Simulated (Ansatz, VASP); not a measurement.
# Hf: VASP beside Ansatz

The input INCAR:

```
PREC = Accurate
ENCUT = 520
EDIFF = 1E-6
ISMEAR = -1
SIGMA = 0.05
LREAL = F
LASPH = T
NELM = 80
ALGO = Normal
ISIF = 2
LWAVE = F
LCHARG = T
GGA = PE
LELF = T
LVHAR = T
NBANDS = 11
```

Contents of KPOINTS:

```
regular mesh
0
Gamma
  13 13 13
```

The input POSCAR:

```
Hf
1.0
    0.0000000000      2.2043875502      2.2043875502
    2.2043875502      0.0000000000      2.2043875502
    2.2043875502      2.2043875502      0.0000000000
Hf
1
Direct
    0.0000000000      0.0000000000      0.0000000000
```

Input for Ansatz:

```yaml
crystal:
  lattice:
    - [0.0, 2.2043875502, 2.2043875502]
    - [2.2043875502, 0.0, 2.2043875502]
    - [2.2043875502, 2.2043875502, 0.0]
  atoms:
    - { symbol: Hf, position: [0.0, 0.0, 0.0] }
kpoints:
  mp_grid: { grid: [13, 13, 13] }
scf:
  occupations: { method: fermi_dirac, width: 0.05 }
hamiltonian:
  xc: pbe
  pseudopotentials: { kind: all_electron, lapw: { basis_error: 0.00025 } }
output:
  forces: true
  stress: true
  eigenvalues: true
```

Change from the starting cell: volume scaled by 0.95.

Alike in both runs: task single point; functional PBE; k mesh 13 × 13 × 13; occupations fermi-dirac, width 0.05 eV; no spin polarisation.

|  | VASP | Ansatz |
| --- | --- | --- |
| version | VASP 6.6.1 | Ansatz 0.2.0 |
| potentials or method | VASP PAW PBE potentials, release 64 (Hf_pv) | all-electron LAPW, scalar-relativistic |
| plane-wave cutoff (eV) | 520 | see its input |

```csv
,VASP,Ansatz,Ansatz less VASP
pressure (GPa),5.4,5.8,+0.46
```

Ansatz ran all-electron here, so the differences hold the error of VASP's frozen core and of both bases.

The runs have no spin-orbit coupling, so splittings on Hf are missing.
